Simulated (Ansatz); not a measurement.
`FC(F)C(F)(F)F` + H₂O → `OC(F)F` + `FC(F)F` at 400 K and 1 bar (formal hydrolysis of a C–C bond).

Program: Ansatz. Geometries: PBE0-D4/def2-TZVP. ΔE: electronic, gas phase. CCSD(T)/CBS adds triple-zeta CCSD(T) − MP2 to the extrapolated MP2 energy (def2 sets, frozen cores). This one scheme is used for every species. One conformer a species, not always the lowest.

```json
{"species": "`FC(F)C(F)(F)F`", "CCSD(T)/CBS energy (Eh)": "-575.65828", "H − E (kJ/mol)": "128.6", "S (J/(mol·K))": "363.1"}
{"species": "H₂O", "CCSD(T)/CBS energy (Eh)": "-76.37941", "H − E (kJ/mol)": "69.8", "S (J/(mol·K))": "198.6"}
{"species": "`OC(F)F`", "CCSD(T)/CBS energy (Eh)": "-314.01610", "H − E (kJ/mol)": "117.8", "S (J/(mol·K))": "293.0"}
{"species": "`FC(F)F`", "CCSD(T)/CBS energy (Eh)": "-338.02896", "H − E (kJ/mol)": "84.0", "S (J/(mol·K))": "275.7"}
```

H − E and S are ideal-gas, rigid-rotor, harmonic terms from PBE0-D4/def2-TZVP, for one conformer and one mirror image of each species. 1 Eh = 2625.50 kJ/mol, R = 8.31446 J/(mol·K).

Problem. By hand: ΔE, ΔH, ΔS and ΔG.

Solution. ΔE = (-314.01610) + (-338.02896) − (-575.65828) − (-76.37941) = -0.00737 Eh = -19.3 kJ/mol. Δ(H − E) = 117.8 + 84.0 − 128.6 − 69.8 = 3.4, so ΔH = -15.9 kJ/mol. ΔS = 293.0 + 275.7 − 363.1 − 198.6 = 7.0 J/(mol·K). ΔG = -15.9 − 400 × (7.0)/1000 = -18.7 kJ/mol.

Problem. By hand: the equilibrium constant, and the temperature at which ΔG would vanish if ΔH and ΔS stayed fixed.

Solution. log₁₀ K = −ΔG/(RT ln 10) = 2.4. ΔH and −TΔS have one sign here, so there is no such temperature.

The number of gas molecules stays the same, so ΔS is small and ΔH decides. A doubt of 5 kJ/mol in ΔE shifts log₁₀ K by 0.7 here. Other conformers and mirror images would add mixing entropy, several J/(mol·K) or more a flexible species. These are equilibria of isolated gas molecules and say nothing of rates. Largest T1 diagnostic: 0.012 (customary marks: 0.02 for closed shells, 0.045 for open ones).

ΔS is within the doubt of such terms, so its sign, and with it that verdict, could turn.
